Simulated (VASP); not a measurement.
# GePt (P4/mmm) in VASP: relaxation of cell and atoms with PBE

Aim: the relaxation of cell and atoms of GePt with PBE.

Everything below comes from runs of VASP 6.6.1. Logs are shortened: lines on timing, memory, paths and dates and some standing lists are left out, and cuts for length are marked.

## (1) Starting point

Symmetry: P4/mmm, No. 123, tetragonal system. Conventional cell: a = 3.000 Å, b = 3.000 Å, c = 3.937 Å, α = 90.00°, β = 90.00°, γ = 90.00°. Ge (site symmetry 4/mmm) is surrounded by 8 Pt at 2.89 Å and 4 Ge at 3.00 Å. Pt (site symmetry 4/mmm) is surrounded by 8 Ge at 2.89 Å and 4 Pt at 3.00 Å.

The cell was built by a generator and needn't be a form met in nature.

## (2) Relaxation of cell and atoms, PBE

INCAR

```
SYSTEM = GePt
  PREC = Normal
  ENCUT = 520
  EDIFF = 1E-4
  ISMEAR = 0
  SIGMA = 0.15
  LREAL = .False.
  LASPH = .True.
  NELM = 60
  ALGO = Fast
  ISIF = 3
  LWAVE = .False.
  LCHARG = .False.
  GGA = PE
  IBRION = 2
  NSW = 24
  EDIFFG = -0.08
```

KPOINTS

```
Automatic mesh
0
Gamma
  7 7 5
  0 0 0
```

POSCAR

```
GePt
1.0
    3.0004502500      0.0000000000      0.0000000000
    0.0000000000      3.0004502500      0.0000000000
    0.0000000000      0.0000000000      3.9368275800
Ge Pt
1 1
Direct
    0.0000000000      0.0000000000      0.5000000000
    0.5000000000      0.5000000000      0.0000000000
```

Potentials or basis: VASP PAW PBE potentials, release 64 (Ge_d, Pt).

Launch:

```sh
cat potpaw_PBE.64/Ge_d/POTCAR potpaw_PBE.64/Pt/POTCAR > POTCAR
mpirun -np 1 vasp_std > vasp.out
```

OUTCAR:

```text
SYSTEM = GePt
   PREC = Normal
   ENCUT = 520
   EDIFF = 1E-4
   ISMEAR = 0
   LREAL = .False.
   LASPH = .True.
   NELM = 60
   ISIF = 3
   GGA = PE
   IBRION = 2
   NSW = 24
   EDIFFG = -0.08

 ion  position               nearest neighbor table
   1  0.000  0.000  0.500-   2 2.89   2 2.89   2 2.89   2 2.89   2 2.89   2 2.89   2 2.89   2 2.89

   2  0.500  0.500  0.000-   1 2.89   1 2.89   1 2.89   1 2.89   1 2.89   1 2.89   1 2.89   1 2.89

  LATTYP: Found a simple tetragonal cell.
 ALAT       =     3.0004502500
 C/A-ratio  =     1.3120789388

  Lattice vectors:

 A1 = (   3.0004502500,   0.0000000000,   0.0000000000)
 A2 = (   0.0000000000,   3.0004502500,   0.0000000000)
 A3 = (   0.0000000000,   0.0000000000,   3.9368275800)

Analysis of symmetry for initial positions (statically):
=====================================================================
 Subroutine PRICEL returns:
 Original cell was already a primitive cell.

 Routine SETGRP: Setting up the symmetry group for a
 simple tetragonal supercell.

 Subroutine GETGRP returns: Found 16 space group operations
 (whereof 16 operations were pure point group operations)
 out of a pool of 16 trial point group operations.

The static configuration has the point symmetry D_4h.

Analysis of symmetry for dynamics (positions and initial velocities):
=====================================================================
 Subroutine PRICEL returns:
 Original cell was already a primitive cell.

 Routine SETGRP: Setting up the symmetry group for a
 simple tetragonal supercell.

 Subroutine GETGRP returns: Found 16 space group operations
 (whereof 16 operations were pure point group operations)
 out of a pool of 16 trial point group operations.

The dynamic configuration has the point symmetry D_4h.

 Subroutine INISYM returns: Found 16 space group operations
 (whereof 16 operations are pure point group operations),
 and found     1 'primitive' translations

----------------------------------------------------------------------------------------

                                     Primitive cell

  volume of cell :      35.4421

  direct lattice vectors                    reciprocal lattice vectors
     3.000450250  0.000000000  0.000000000     0.333283313  0.000000000  0.000000000
     0.000000000  3.000450250  0.000000000     0.000000000  0.333283313  0.000000000
     0.000000000  0.000000000  3.936827580     0.000000000  0.000000000  0.254011632

  length of vectors
     3.000450250  3.000450250  3.936827580     0.333283313  0.333283313  0.254011632

  position of ions in fractional coordinates (direct lattice)
     0.000000000  0.000000000  0.500000000
     0.500000000  0.500000000  0.000000000

  ion indices of the primitive-cell ions
   primitive index   ion index
                 1           1
                 2           2

----------------------------------------------------------------------------------------

 KPOINTS: Automatic mesh

Automatic generation of k-mesh.
 Grid dimensions read from file:
 generate k-points for:    7    7    5

 Generating k-lattice:

  Cartesian coordinates                     Fractional coordinates (reciprocal lattice)
     0.047611902  0.000000000  0.000000000     0.142857143  0.000000000  0.000000000
     0.000000000  0.047611902  0.000000000     0.000000000  0.142857143  0.000000000
     0.000000000  0.000000000  0.050802326     0.000000000  0.000000000  0.200000000

  Length of vectors
     0.047611902  0.047611902  0.050802326

  Shift w.r.t. Gamma in fractional coordinates (k-lattice)
     0.000000000  0.000000000  0.000000000

 Subroutine IBZKPT returns following result:
 ===========================================

 Found     30 irreducible k-points:

 Following reciprocal coordinates:
            Coordinates               Weight
  0.000000  0.000000  0.000000      1.000000
  0.142857  0.000000  0.000000      4.000000
  0.285714  0.000000  0.000000      4.000000
  0.428571  0.000000  0.000000      4.000000
  0.142857  0.142857  0.000000      4.000000
  0.285714  0.142857  0.000000      8.000000
[... 16 lines left out ...]
  0.285714  0.000000  0.400000      8.000000
  0.428571  0.000000  0.400000      8.000000
 [... further k-points ...]
   k-points           NKPTS =     30   k-points in BZ     NKDIM =     30   number of bands    NBANDS=     16
   number of dos      NEDOS =    301   number of ions     NIONS =      2
   total plane-waves  NPLWV =   7776
   dimension x,y,z NGX =    18 NGY =   18 NGZ =   24
   dimension x,y,z NGXF=    36 NGYF=   36 NGZF=   48
   ions per type =               1   1
   NGX,Y,Z   is equivalent  to a cutoff of   9.97,  9.97, 10.13 a.u.
   NGXF,Y,Z  is equivalent  to a cutoff of  19.95, 19.95, 20.27 a.u.
 SYSTEM =  GePt
   PREC   = normal    normal or accurate (medium, high low for compatibility)
   ISTART =      0    job   : 0-new  1-cont  2-samecut
   ICHARG =      2    charge: 1-file 2-atom 10-const
   ISPIN  =      1    spin polarized calculation?
   LNONCOLLINEAR =      F non collinear calculations
   LSORBIT =      F    spin-orbit coupling
   LASPH  =      T    aspherical Exc in radial PAW
   ENCUT  =  520.0 eV  38.22 Ry    6.18 a.u.   5.58  5.58  7.32*2*pi/ulx,y,z
   NELM   =     60;   NELMIN=  2; NELMDL= -5     # of ELM steps
   EDIFF  = 0.1E-03   stopping-criterion for ELM
   LREAL  =      F    real-space projection
   EDIFFG = -.8E-01   stopping-criterion for IOM
   NSW    =     24    number of steps for IOM
   IBRION =      2    ionic relax: 0-MD 1-quasi-New 2-CG
   NFREE  =      1    steps in history (QN), initial steepest desc. (CG)
   ISIF   =      3    stress and relaxation
   ISYM   =      2    0-nonsym 1-usesym 2-fastsym
   POTIM  = 0.5000    time-step for ionic-motion
   TEBEG  =    0.0;   TEEND  =   0.0 temperature during run
   PSTRESS=    0.0 pullay stress
   NELECT =      24.0000    total number of electrons
   NUPDOWN=      -1.0000    fix difference up-down
   EMIN   =  10.00;   EMAX   =-10.00  energy-range for DOS
   EFERMI =   0.00;   METHOD = LEGACY
   ISMEAR =     0;   SIGMA  =   0.15  broadening in eV -4-tet -1-fermi 0-gaus
   EFERMI_NEDOS =   21; number of points for ismear=-14 and -15
   IALGO  =     68    algorithm
   IMIX   =      4    mixing-type and parameters
     AMIX     =   0.40;   BMIX     =  1.00
     AMIX_MAG =   1.60;   BMIX_MAG =  1.00
  volume/ion in A,a.u.               =      17.72       119.59
  Fermi-wavevector in a.u.,A,eV,Ry     =   1.437603  2.716675 28.119174  2.066701
  Thomas-Fermi vector in A             =   2.556662
   LORBIT       =      0    0 simple, 1 ext, 2 COOP (PROOUT), +10 PAW based schemes
   GGA     = PE    functional components
   LHFCALC =     F    Hartree Fock is set to
   AEXX    =    0.0000 exact exchange contribution
   IVDW    =     0    specifies the selected vdW correction
   LEPSILON=     F    determine dielectric tensor
   LRPA    =     F    only Hartree local field effects (RPA)
 conjugate gradient relaxation of ions
 non-spin polarized calculation
 RMM-DIIS sequential band-by-band and
 Gauss-broadening in eV      SIGMA  =   0.15
  energy-cutoff  :      520.00
  volume of cell :       35.44
 maximum number of plane-waves:       967
   NGX = 11   NGY = 11   NGZ = 15

--------------------------------------- Ionic step        1  -------------------------------------------

 number of electron      23.9999951 magnetization

 Free energy of the ion-electron system (eV)
  ---------------------------------------------------
  ext. energy  EPLUGINS =         0.00000000
  ---------------------------------------------------
  free energy    TOTEN  =       -10.62046389 eV

  energy without entropy =      -10.59742996  energy(sigma->0) =      -10.60894693

------------------------ aborting loop because EDIFF is reached ----------------------------------------

  FORCE on cell =-STRESS in cart. coord.  units (eV):
  Direction    XX          YY          ZZ          XY          YZ          ZX
  --------------------------------------------------------------------------------------
  -------------------------------------------------------------------------------------
  Total       -1.3994820     -1.3994820     -2.8961503      0.0000000     -0.0000000      0.0000000
  in kB      -63.2642927    -63.2642927   -130.9219392      0.0000000     -0.0000000      0.0000000
  external PRESSURE =     -85.8168416 kB  Pullay stress =       0.0000000 kB
[... 89 lines left out ...]
  FREE ENERGIE OF THE ION-ELECTRON SYSTEM (eV)
  ---------------------------------------------------
  free  energy   TOTEN  =       -10.7037350116 eV

  energy  without entropy=      -10.6759318422  energy(sigma->0) =      -10.68983343

 E-fermi :  10.5924     XC(G=0): -12.9423

 val. band max:       10.5584284963   @ k =   0.2857   0.1429   0.4000
 cond. band min:      10.6101273700   @ k =   0.4286   0.2857   0.4000
 fundamental gap:      0.0516988737
 Fermi energy:        10.5924119403

 k-point     1 :       0.0000    0.0000    0.0000
  band No.  band energies     occupation
      1     -14.5921      2.00000
      2     -14.4767      2.00000
      3     -14.4517      2.00000
      4     -14.4310      2.00000
      5     -14.4310      2.00000
      6      -2.9699      2.00000
[... 8 lines left out ...]
     15      16.4240      0.00000
     16      22.5232      0.00000
[... 420 lines left out ...]
  band No.  band energies     occupation
      1     -14.5162      2.00000
      2     -14.4999      2.00000
      3     -14.4556      2.00000
      4     -14.4455      2.00000
      5     -14.3978      2.00000
      6       1.2618      2.00000
[... 8 lines left out ...]
     15      15.2491      0.00000
     16      20.7786      0.00000

 [... further k-points ...]

[... ionic steps 4 to 8 ...]

--------------------------------------- Ionic step        9  -------------------------------------------

 number of electron      24.0000019 magnetization

------------------------ aborting loop because EDIFF is reached ----------------------------------------

  FORCE on cell =-STRESS in cart. coord.  units (eV):
  Direction    XX          YY          ZZ          XY          YZ          ZX
  --------------------------------------------------------------------------------------
  -------------------------------------------------------------------------------------
  Total       -0.5115668     -0.5115668     -0.5335690      0.0000000      0.0000000      0.0000000
  in kB      -24.5053269    -24.5053269    -25.5592855      0.0000000      0.0000000      0.0000000
  external PRESSURE =     -24.8566465 kB  Pullay stress =       0.0000000 kB
[... 57 lines left out ...]
  energy  without entropy=      -10.8719015572  energy(sigma->0) =      -10.87694529

--------------------------------------- Ionic step       11  -------------------------------------------

 number of electron      24.0000040 magnetization

 Free energy of the ion-electron system (eV)
  ---------------------------------------------------
  ext. energy  EPLUGINS =         0.00000000
  ---------------------------------------------------
  free energy    TOTEN  =       -10.88112143 eV

  energy without entropy =      -10.87119517  energy(sigma->0) =      -10.87615830

 E-fermi :   9.5005     XC(G=0): -12.6003

 val. band max:        9.4554218385   @ k =   0.2857   0.2857   0.2000
 cond. band min:       9.6319985451   @ k =   0.1429   0.0000   0.0000
 fundamental gap:      0.1765767066
 Fermi energy:         9.5004655532

 k-point     1 :       0.0000    0.0000    0.0000
  band No.  band energies     occupation
      1     -15.3839      2.00000
      2     -15.3807      2.00000
      3     -15.3321      2.00000
      4     -15.3315      2.00000
      5     -15.3315      2.00000
      6      -3.2534      2.00000
[... 8 lines left out ...]
     15      14.0668      0.00000
     16      19.5692      0.00000
[... 420 lines left out ...]
  band No.  band energies     occupation
      1     -15.3689      2.00000
      2     -15.3558      2.00000
      3     -15.3486      2.00000
      4     -15.3460      2.00000
      5     -15.3037      2.00000
      6       0.2503      2.00000
[... 8 lines left out ...]
     15      14.8545      0.00000
     16      19.9071      0.00000

 [... further k-points ...]

------------------------ aborting loop because EDIFF is reached ----------------------------------------

  FORCE on cell =-STRESS in cart. coord.  units (eV):
  Direction    XX          YY          ZZ          XY          YZ          ZX
  --------------------------------------------------------------------------------------
  -------------------------------------------------------------------------------------
  Total        0.0405330      0.0405330     -0.0571904      0.0000000     -0.0000000      0.0000000
  in kB        2.0181505      2.0181505     -2.8475265      0.0000000     -0.0000000      0.0000000
  external PRESSURE =       0.3962582 kB  Pullay stress =       0.0000000 kB
[... 17 lines left out ...]
  FREE ENERGIE OF THE ION-ELECTRON SYSTEM (eV)
  ---------------------------------------------------
  free  energy   TOTEN  =       -10.8811214302 eV

  energy  without entropy=      -10.8711951672  energy(sigma->0) =      -10.87615830

 reached required accuracy - stopping structural energy minimisation
```

It took 40 s on 1 thread of AMD EPYC 9R45 (Zen 5), shared host; peak memory 0.1 GiB.

What came out:

- Free energy: -10.8811 eV
- Relaxed volume: 16.09 Å³/atom
- Relaxed cell: a = 3.174 Å, b = 3.174 Å, c = 3.193 Å, α = 90.00°, β = 90.00°, γ = 90.00°
- Space group after relaxing (to 0.05 Å): Pm-3m (No. 221)
- Energy gained by relaxing: 130.3 meV/atom
- Ionic steps: 11
- Pressure after relaxing: 0.0 GPa
- Band gap on the k mesh: none (metal or under the smearing width)

Step by step:
| step | energy change (eV) | largest force (eV/Å) | pressure (GPa) | volume (Å³) |
| --- | --- | --- | --- | --- |
| 1 | 0.0000 | 0.0000 | -8.58 | 35.44 |
| 2 | -0.0324 | 0.0000 | 11.02 | 30.78 |
| 3 | -0.0833 | 0.0000 | 0.56 | 32.76 |
| 4 | -0.0831 | 0.0000 | 1.38 | 32.59 |
| 5 | -0.1298 | 0.0000 | 1.73 | 32.53 |
| 6 | -0.2410 | 0.0000 | 2.42 | 32.14 |
| 7 | -0.0956 | 0.0000 | 13.15 | 30.26 |
| 8 | -0.2549 | 0.0000 | 2.04 | 31.76 |
| 9 | -0.2487 | 0.0000 | -2.49 | 33.45 |
| 10 | -0.2615 | 0.0000 | -0.83 | 32.34 |
| 11 | -0.2607 | 0.0000 | 0.04 | 32.18 |

Final structure:
```
CELL_PARAMETERS angstrom
3.17436 0.00000 0.00000
0.00000 3.17436 0.00000
0.00000 0.00000 3.19341
ATOMIC_POSITIONS crystal
Ge 0.00000 0.00000 0.50000
Pt 0.50000 0.50000 0.00000
```

Caveat: the relaxation stopped at a loose force limit of 0.08 eV/Å, so its end isn't a converged minimum. Spin-orbit coupling is left out, which matters for the levels of Pt.
